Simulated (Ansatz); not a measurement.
# Relativity in AgCl

```xyz
2
Lattice="0.0000 2.7731 2.7731 2.7731 0.0000 2.7731 2.7731 2.7731 0.0000" Properties=species:S:1:pos:R:3 pbc="T T T"
Ag    2.7731    2.7731    2.7731
Cl    0.0000    0.0000    0.0000
```

Atoms are numbered in the order listed.

The cell is COD entry 9011666, as deposited and not checked against the literature; nothing was relaxed.

One fixed cell is solved with PBE by all-electron LAPW in Ansatz 0.2.0 under different relativistic treatments. Pressure is positive in compression.

Numerical set-up: a Γ-centred 9×9×9 k mesh, Fermi–Dirac smearing of 0.01 eV, basis error target 0.5 meV/atom, no spin polarisation.

| setting | P (GPa) | gap over the k mesh and a high-symmetry path (eV) | lowest level at Γ above −25 eV, from the valence-band top or, without a gap, the Fermi level (eV) |
| --- | --- | --- | --- |
| scalar-relativistic | 1.61 | 0.91 | -15.15 |
| non-relativistic | 3.54 | 1.67 | -14.72 |
| with spin–orbit coupling | 1.58 | 0.87 | -15.19 |
